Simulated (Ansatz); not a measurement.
Calculated with Ansatz (gas phase, PBE0-D4/def2-TZVP geometries, no zero-point term in ΔE). CBS: MP2 limit from def2 TZ/QZ plus the TZ coupled-cluster correction, frozen cores. DFT in def2-TZVPP. B3LYP here is the variant with VWN-RPA as its local correlation; programs differ in this. One conformer a species, not always the lowest.

Reaction (substitution at a C–C bond): `CC1CCC(=O)O1` + `[OH][AlH][CH2]F` → `C[O][AlH][CH2]F` + `O=C1CCCO1`

`CC1CCC(=O)O1`:

Z-matrix (Å, degrees):
```
C
C 1 1.512
H 1 1.093 2 111.1
H 1 1.091 2 110.5 3 -120.1
H 1 1.092 2 110.1 3 120.0
C 2 1.532 1 114.1 3 -51.7
O 2 1.437 1 109.6 3 65.5
H 2 1.092 1 110.0 3 -178.3
C 6 1.518 2 102.6 1 92.4
H 6 1.092 2 110.1 1 -150.2
H 6 1.090 2 111.8 1 -30.1
C 7 1.350 2 111.6 1 -103.4
H 9 1.089 6 115.1 2 145.7
H 9 1.094 6 112.8 2 -90.6
O 12 1.193 7 122.5 2 176.9
```

`[OH][AlH][CH2]F`:

Cartesian coordinates in Å:
```
O 1.839 -0.499 -0.505
Al 0.308 -0.685 0.200
C -0.894 0.862 -0.047
F -2.131 0.617 0.564
H 2.531 -1.158 -0.473
H -0.087 -2.002 0.982
H -1.082 1.081 -1.106
H -0.485 1.784 0.385
```

`C[O][AlH][CH2]F`:

Z-matrix (Å, degrees):
```
C
O 1 1.399
H 1 1.095 2 112.4
H 1 1.095 2 109.9 3 -120.8
H 1 1.095 2 109.8 3 120.8
Al 2 1.678 1 138.0 3 0.2
C 6 1.983 2 120.8 1 0.0
H 6 1.579 2 117.6 1 -180.0
F 7 1.401 6 111.6 2 0.1
H 7 1.098 6 112.1 2 120.7
H 7 1.098 6 112.1 2 -120.6
```

`O=C1CCCO1`:

Z-matrix (Å, degrees):
```
C
C 1 1.514
C 1 1.519 2 103.5
H 1 1.095 2 107.4 3 -118.9
H 1 1.088 2 110.2 3 124.1
O 2 1.353 1 109.1 3 16.8
O 2 1.192 1 128.5 3 -163.6
C 3 1.524 1 101.7 2 -27.4
H 3 1.090 1 114.1 2 -148.6
H 3 1.092 1 110.4 2 89.4
H 8 1.095 3 111.9 1 -88.2
H 8 1.090 3 113.9 1 147.8
```

| level | ΔE (kJ/mol) | difference from CCSD(T)/CBS |
| --- | --- | --- |
| PBE-D4 | 71.0 | -8.1 |
| r2SCAN-D4 | 73.7 | -5.4 |
| PBE0-D4 | 73.2 | -5.9 |
| B3LYP-D4 | 67.4 | -11.7 |
| ωB97X-V | 71.2 | -7.9 |
| ωB97M-V | 74.7 | -4.4 |
| B2PLYP | 70.2 | -8.9 |
| PBE | 68.6 | -10.5 |
| r2SCAN | 73.0 | -6.1 |
| PBE0 | 71.1 | -8.0 |
| B3LYP | 63.7 | -15.4 |
| HF/def2-TZVPP | 61.0 | -18.1 |
| MP2/def2-TZVPP | 83.0 | 3.9 |
| SCS-MP2/def2-TZVPP | 75.8 | -3.3 |
| CCSD/def2-TZVPP | 74.8 | -4.3 |
| CCSD(T)/def2-TZVPP | 76.5 | -2.6 |
| HF/def2-QZVPP | 60.7 | -18.4 |
| MP2/def2-QZVPP | 84.4 | 5.3 |
| SCS-MP2/def2-QZVPP | 77.3 | -1.8 |
| HF/CBS(def2) | 60.7 | -18.4 |
| MP2/CBS(def2) | 85.6 | 6.5 |
| CCSD/CBS(def2) | 77.5 | -1.6 |
| CCSD(T)/CBS | 79.1 | 0 |

Largest T1 diagnostic among the species: 0.014.

The D4 term adds +3.7 kJ/mol with B3LYP and +2.1 kJ/mol with PBE0; it sums over pairs of atoms, weighted by their polarisabilities, and B3LYP, whose exchange is more repulsive, gets the larger term. In def2-TZVPP, CCSD(T) changes the Hartree–Fock value by +15.5 kJ/mol (the triples alone add +1.7 kJ/mol) and MP2 by +22.0 kJ/mol.

CCSD(T)/CBS has its own doubt, a few kJ/mol and more with outer-core shells, so smaller differences from it don't rank the levels.
